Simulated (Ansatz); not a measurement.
**NaF: the band gap up the ladder of functionals**

The task here is to estimate one member of a computed series from the others.

The runs shown are made with Ansatz 0.2.0. PAW datasets, plane waves. (Calculated; spin-unpolarised; the phase may be known or hypothetical.)

**Starting point**

The cell was relaxed beforehand with r2SCAN.

The symmetry is Pm-3m (No. 221, cubic); a = 2.793 Å in the conventional setting, 10.90 Å³ an atom. Near Na stand 8 F at 2.42 Å; near F stand 8 Na at 2.42 Å.

Coordinates:

```cif
data_structure
_symmetry_space_group_name_H-M 'Pm-3m'
_symmetry_Int_Tables_number 221
_cell_length_a 2.7935
_cell_length_b 2.7935
_cell_length_c 2.7935
_cell_angle_alpha 90.000
_cell_angle_beta 90.000
_cell_angle_gamma 90.000
_cell_volume 21.80
loop_
_atom_site_label
_atom_site_type_symbol
_atom_site_symmetry_multiplicity
_atom_site_Wyckoff_symbol
_atom_site_fract_x
_atom_site_fract_y
_atom_site_fract_z
_atom_site_occupancy
Na1 Na 1 a 0.00000 0.00000 0.00000 1
F1 F 1 b 0.50000 0.50000 0.50000 1
```

The first run:

input.yaml reads:

```yaml
crystal:
  lattice:
    - [2.7934851918, 0.0, 0.0]
    - [0.0, 2.7934851918, 0.0]
    - [0.0, 0.0, 2.7934851918]
  atoms:
    - { symbol: Na, position: [0.0, 0.0, 0.0] }
    - { symbol: F, position: [0.5, 0.5, 0.5] }
kpoints:
  mp_grid: { grid: [10, 10, 10] }
  band_path:
    path:
      - [[0.0, 0.0, 0.0], [2.883971508712e-50, 0.5, -2.0683087385e-34], [0.5, 0.5, 4.596241641112e-35], [0.0, 0.0, 0.0], [0.5, 0.5, 0.5], [2.883971508712e-50, 0.5, -2.0683087385e-34]]
      - [[0.5, 0.5, 0.5], [0.5, 0.5, 4.596241641112e-35]]
    npoints: 10
hamiltonian:
  xc: pbe
scf:
  occupations: { method: fermi_dirac, width: 0.02 }
  n_extra_bands: 4
output:
  forces: true
  stress: true
  eigenvalues: true
```

Run with:

```sh
$ ansatz run input.yaml --threads 2 --pin off --max-ram 2211MiB --backend cpu --events-out ev --progress --plain --runs-dir out
```

Among the steps run: Band structure with PBE; r2SCAN; Single point with HSE06; PBE0; Single point with LDA; One-shot GW from PBE; Quasiparticle levels, G0W0@PBE; Single point with DDH-PBE0; r2SCAN0; Hartree-Fock.

One of the session's tables, all rows but one given; the rest of the session is left out.

| level | gap (eV) |
| --- | --- |
| PBE | 6.13 |
| r2SCAN | 7.06 |
| HSE06 | 8.33 |
| PBE0 | 9.10 |
| LDA | 5.80 |
| G0W0@PBE (65 empty bands) | 10.10 |
| G0W0@PBE (161 empty bands) | 10.34 |
| DDH-PBE0 | 12.23 |
| r2SCAN0 | ? |
| Hartree-Fock | 18.50 |

**Question.** Estimate the row for r2SCAN0.

As computed: gap (eV): 9.70. In the column «gap (eV)» it lies between PBE0 (9.10) and G0W0@PBE (65 empty bands) (10.10).

Meshes: PBE 10×10×10, r2SCAN 10×10×10, HSE06 6×6×6, PBE0 6×6×6, LDA 10×10×10, DDH-PBE0 6×6×6, r2SCAN0 6×6×6, Hartree-Fock 6×6×6

Against G0W0@PBE, PBE is short by 4.21 eV, at 59 % of it, and r2SCAN 68 %. PBE0 lies 0.77 eV above HSE06, which differs from it by screening the long-range exchange. Hartree-Fock lies above G0W0@PBE by 8.2 eV. G0W0 here is at a finite number of bands, screening cutoff and k mesh, not at the basis limit.

Limits of these values: Warnings in the runs' records: stress exchange threshold loose, stress scf threshold loose.
